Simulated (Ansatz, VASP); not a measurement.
WC: VASP beside Ansatz

```
W C
1.0
     0.00000    2.14792    2.14792
     2.14792    0.00000    2.14792
     2.14792    2.14792    0.00000
W C
1 1
Direct
  0.00000 0.00000 0.00000
  0.50000 0.50000 0.50000
```

Change from the starting cell: volume scaled by 0.94.

Alike in both runs: task single point; functional LDA; k mesh 10 × 10 × 10; occupations fermi-dirac, width 0.05 eV; no spin polarisation.

|  | VASP | Ansatz |
| --- | --- | --- |
| version | VASP 6.6.1 | Ansatz 0.2.0 |
| potentials or method | VASP PAW LDA potentials, release 64 (W_sv, C), cutoff 520 eV | all-electron LAPW, scalar-relativistic |

VASP gave:

| Quantity | Value |
| --- | --- |
| gap on the k mesh at the Fermi level (eV) | none |
| pressure (GPa) | 10.2 |

Question: Estimate Ansatz's values.

Answer: gap on the k mesh at the Fermi level (eV): none; pressure (GPa): 7.6.

A gap of «none» marks a metal or a gap that the smearing closes. Ansatz ran all-electron here, so the differences hold the error of VASP's frozen core and of both bases.

The runs have no spin-orbit coupling, so splittings on W are missing.
